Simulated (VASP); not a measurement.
SnSe2: density of states with PBE

Crystal: SnSe2.

```
Sn Se
1.0
     3.81100    0.00000    0.00000
    -1.90550    3.30042    0.00000
     0.00000    0.00000    6.13600
Sn Se
1 2
Direct
  0.00000 0.00000 0.00000
  0.66667 0.33333 0.75100
  0.33333 0.66667 0.24900
```

```json
{
  "Program": "VASP 6.6.1",
  "Task": "density of states",
  "Functional": "PBE",
  "Potentials or basis": "VASP PAW PBE potentials, release 64 (Sn_d, Se)",
  "Cutoff": "520 eV",
  "k mesh": "8 × 8 × 5",
  "Occupations": "gaussian, width 0.02 eV",
  "Spin": "no spin polarisation",
  "k mesh for the DOS": "12 × 12 × 8",
  "Occupations for the DOS": "tetrahedron",
  "Further INCAR settings": "ALGO = Normal; EDIFF = 1e-06"
}
```

| Item | Value |
| --- | --- |
| Valence electrons inside the program's atomic spheres | Sn 12.23; Se 3.85 |

Levels at points of the mesh, in eV from the valence-band top:
```csv
k point,band 9,band 10,band 11,band 12,band 13,band 14,band 15,band 16,band 17
"(0.00, 0.00, 0.00)",-0.74,-0.74,-0.43,-0.43,-0.04,1.05,2.90,4.60,4.60
"(0.50, 0.00, 0.00)",-4.52,-2.94,-2.72,-1.24,-0.34,1.11,3.76,5.41,5.45
"(0.00, 0.00, 0.50)",-2.08,-0.83,-0.83,-0.28,-0.28,2.41,2.88,4.33,4.33
"(0.50, 0.00, 0.50)",-4.96,-2.56,-2.03,-0.88,-0.73,0.83,4.22,4.81,5.80
```

States per cell in windows of 1 eV (zero at the valence-band top; states under -8 eV left out):
```
from (eV)  total  Se2_p  Se3_p  Sn1_p  Sn1_s  Sn1_d  Se2_s
     -8.0   0.82   0.06   0.06   0.00   0.40   0.00   0.02
     -7.0   0.85   0.06   0.06   0.00   0.36   0.00   0.06
     -6.0   0.31   0.02   0.02   0.00   0.11   0.00   0.03
     -5.0   1.26   0.20   0.20   0.21   0.00   0.01   0.01
     -4.0   1.53   0.26   0.26   0.24   0.01   0.01   0.01
     -3.0   2.24   0.43   0.43   0.33   0.01   0.02   0.02
     -2.0   1.96   0.46   0.46   0.14   0.01   0.04   0.01
     -1.0   3.01   0.83   0.83   0.05   0.01   0.11   0.01
      0.0   0.06   0.01   0.01   0.00   0.02   0.00   0.00
      1.0   1.22   0.21   0.21   0.02   0.28   0.02   0.01
      2.0   0.71   0.14   0.14   0.02   0.17   0.01   0.01
      3.0   0.30   0.01   0.01   0.08   0.00   0.00   0.01
      4.0   1.89   0.13   0.13   0.50   0.01   0.01   0.05
      5.0   2.87   0.22   0.22   0.77   0.01   0.05   0.03
      6.0   0.94   0.08   0.08   0.18   0.00   0.03   0.00
      7.0   0.01   0.00   0.00   0.00   0.00   0.00   0.00
```

It took 2.2 min on 1 thread of Intel(R) Xeon(R) Platinum 8375C CPU @ 2.90GHz (Ice Lake), on a shared host, peak memory 0.31 GiB.
